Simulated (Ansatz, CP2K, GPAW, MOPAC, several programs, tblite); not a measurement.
## Many methods on one cell: MgI2 (3R-MoS2 type)

MgI2 in the 3R-MoS2 structure, relaxed with r2SCAN+rVV10 in Ansatz, was computed with several methods. It is trigonal, R3m (No. 160); a = 4.055 Å, c = 21.766 Å in the conventional setting, 34.44 Å³ an atom. Around Mg lie 6 I at 2.98 Å; around I lie 3 Mg at 2.98 Å. The calculation is spin-unpolarised, and the structure need not be a phase that has been made.

```cif
data_structure
_symmetry_space_group_name_H-M 'R3m:H'
_symmetry_Int_Tables_number 160
_cell_length_a 4.0550
_cell_length_b 4.0550
_cell_length_c 21.7663
_cell_angle_alpha 90.000
_cell_angle_beta 90.000
_cell_angle_gamma 120.000
_cell_volume 309.95
loop_
_atom_site_label
_atom_site_type_symbol
_atom_site_symmetry_multiplicity
_atom_site_Wyckoff_symbol
_atom_site_fract_x
_atom_site_fract_y
_atom_site_fract_z
_atom_site_occupancy
Mg1 Mg 3 a 0.66667 0.33333 0.33332 1
I1 I 3 a 0.33333 0.66667 0.08459 1
I2 I 3 a 0.00000 0.00000 0.24876 1
```

Gaps and times are for a single point on this cell; volume and bulk modulus come from each method's own relaxation or energy curve at fixed shape, which is too stiff where a cell has free coordinates or axes. Times are rough, from shared hosts (Arm Neoverse V1), and each method has its own mesh and cell size. A double dagger marks a value from a curve with shape and coordinates held. A star marks a curve whose lowest point is an end point. PM6 (MOPAC), PM7 (MOPAC), GFN1-xTB (tblite), GFN2-xTB (tblite) treat a cluster of cells at its zone centre, which samples few k points: where these miss a band edge, the gap comes out too large for that reason alone. Gaps from k meshes are read at a limited set of points (mesh, symmetry points, PBE's band edges), so each method's own least gap may be somewhat smaller. xTB and the PM methods were fitted mostly to molecules, and can miss a solid's gap by electronvolts. Minimal bases can be far off for gaps. Curves at held shape can't give the bulk modulus of a layered or molecular crystal, so none is listed. GLLB-SC's gap includes the derivative discontinuity. d marks a direct gap, i an indirect one (no mark: not told apart), a dash a value that wasn't computed or didn't pass its checks.

```tsv
method	kind	gap (eV)	own volume (Å³/atom)	bulk modulus (GPa)	atoms computed	processor time
light PBE (260 eV and a coarse mesh)	light plane-wave	2.74 i	–	–	3	2.7 s
GFN1-xTB (tblite)	tight binding	1.79	36.92‡	–	81	4 s
PM7 (MOPAC)	semi-empirical	8.82	37.54*‡	–	81	9.1 s
GFN2-xTB (tblite)	tight binding	3.64	38.22*‡	–	81	9.9 s
PBE/single zeta (GPAW)	small basis	2.53 i	–	–	3	10 s
PM6 (MOPAC)	semi-empirical	5.21	–	–	81	15 s
PBE	semilocal	2.75 i	–	–	3	20 s
PBE/SZV (CP2K)	small basis	1.68 i	–	–	3	40 s
PBE/DZVP (CP2K)	small basis	2.63 i	–	–	3	50 s
r2SCAN	semilocal	3.27 i	–	–	3	50 s
GLLB-SC (GPAW)	model potential	4.86	–	–	3	3.2 min
```

Against r2SCAN (3.27 eV) and with closed or daggered gaps left aside, the nearest gap at the points sampled is that of GFN2-xTB (tblite) (+0.37 eV) and the farthest that of PM7 (MOPAC) (+5.55 eV). r2SCAN is only a yardstick of convenience: semilocal gaps usually lie below measured ones, which GLLB-SC and hybrids aim to mend.

No spin-orbit coupling is included; it can move band edges with weight on the heavy atoms by tenths of an eV.
